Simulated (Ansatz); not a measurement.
# A series in volume per atom on MnSb

Results calculated with Ansatz 0.2.0, not measured. Periodic Kohn-Sham DFT of a crystal at fixed atoms; pressure and stress are positive in compression; the energy is the free energy less that of spherical unpolarised free atoms; site moments are those in the method's own spheres, positive along +z.

Cell of the first row (space group F-43m, No. 216):
```
MnSb
1.0
      0.0000     3.0483     3.0483
      3.0483     0.0000     3.0483
      3.0483     3.0483     0.0000
Mn Sb
1 1
Direct
  0.00000 0.00000 0.00000
  0.25000 0.25000 0.25000
```

Settings of every row: method frozen-core PAW; functional PBE; relativity scalar; k mesh 10x10x10; filling fermi-dirac; smearing width 0.03 eV; wave cutoff 420 eV; paw set soft_2.

Atom:
| element | start moment (bohr magneton) |
| --- | --- |
| Mn | 4 |
| Sb | 0 |

Limits: no spin-orbit coupling on heavy atoms; the cell comes from a prototype or a list of computed structures and needn't be the stable phase; with one magnetic atom in the cell only parallel moments are possible.

| row | volume per atom (Å³) | pressure (GPa) |
| --- | --- | --- |
| 1 | 28.326 | 2.007 |
| 2 | 28.916 | 0.941 |
| 3 | 29.506 | -0.016 |
| 4 | 30.096 | -0.872 |
| 5 | 30.686 | ? |

Cell moment is 4 bohr magneton in every row.

Question: what pressure should row 5 give?

Worked fit of pressure. Take u = (V_r/V)^(2/3) − 1 with V_r = 29.211 Å³ an atom, which is twice the finite (Eulerian) strain; such expansions in the strain, on which the Birch-Murnaghan equation of state is built, carry the rest volume and the bulk modulus. The shown rows have u = 0.02072, 0.00679, -0.00668, -0.0197. Least squares give pressure = 0.4495 + 71.023 × u + 200.04 × u² GPa; a straight line predicts inner rows, each left out in turn, worse (root mean square 0.052 against 2.3e-05 GPa). All shown rows lie on it to the printed digit. The pressure vanishes at u = -0.0064, or V = 29.5 Å³ an atom, and there the bulk modulus at fixed shape and fractions is B = −V dP/dV = (2/3)(1 + u) dP/du = 45.3 GPa. The withheld row has u = -0.03231, so the fit gives 0.4495 + 71.023 × (-0.03231) + 200.04 × (-0.03231)² = -1.636 GPa.

The calculation gave -1.638 GPa. The fit lies 0.002 GPa (0.055 % of the column's range) above it; its largest miss of a shown row is 0.000 GPa. This row lies beyond the range of the fit.
